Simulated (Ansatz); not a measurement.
The system is ZrC.

```xyz
2
Lattice="0.0000 2.3650 2.3650 2.3650 0.0000 2.3650 2.3650 2.3650 0.0000" Properties=species:S:1:pos:R:3 pbc="T T T"
Zr    2.3650    2.3650    2.3650
C     0.0000    0.0000    0.0000
```

- Program: Ansatz 0.2.0
- Task: relaxation of cell and atoms
- Functional: HSE06
- Potentials or basis: Ansatz PAW
- Cutoff: 420 eV (not typed: the program's choice for these potentials)
- k mesh: 5 × 5 × 5
- Occupations: fermi-dirac, width 0.05 eV
- Spin: no spin polarisation

At the start: volume 13.23 Å³/atom.

Task: Where does the relaxation end?

Result: It ends after 4 steps and the volume is 12.94 Å³/atom (-2.2 %); space group Fm-3m (No. 225, to 0.05 Å).

Step by step:
```tsv
step	energy change (eV)	largest force (eV/Å)	volume (Å³)
1	0.0000	0.0000	26.46
2	-0.0102	0.0000	25.89
3	-0.0102	0.0000	25.87
4	-0.0095	0.0000	25.87
```

Final structure:
```yaml
crystal:
  lattice:
    - [0.00000, 2.34741, 2.34741]
    - [2.34741, 0.00000, 2.34741]
    - [2.34741, 2.34741, 0.00000]
  atoms:
    - { symbol: Zr, position: [0.50000, 0.50000, 0.50000] }
    - { symbol: C, position: [0.00000, 0.00000, 0.00000] }
```

Caveat: the k mesh is coarse (spacing up to 0.46 Å⁻¹), so the values aren't converged, least of all with exact exchange; the plane-wave basis is chosen anew once the cell has moved, so the energies of steps on either side of that aren't comparable; the PAW data sets come from PBE, with cores solved anew for the run's functional, which leaves a small shift of forces and pressure.
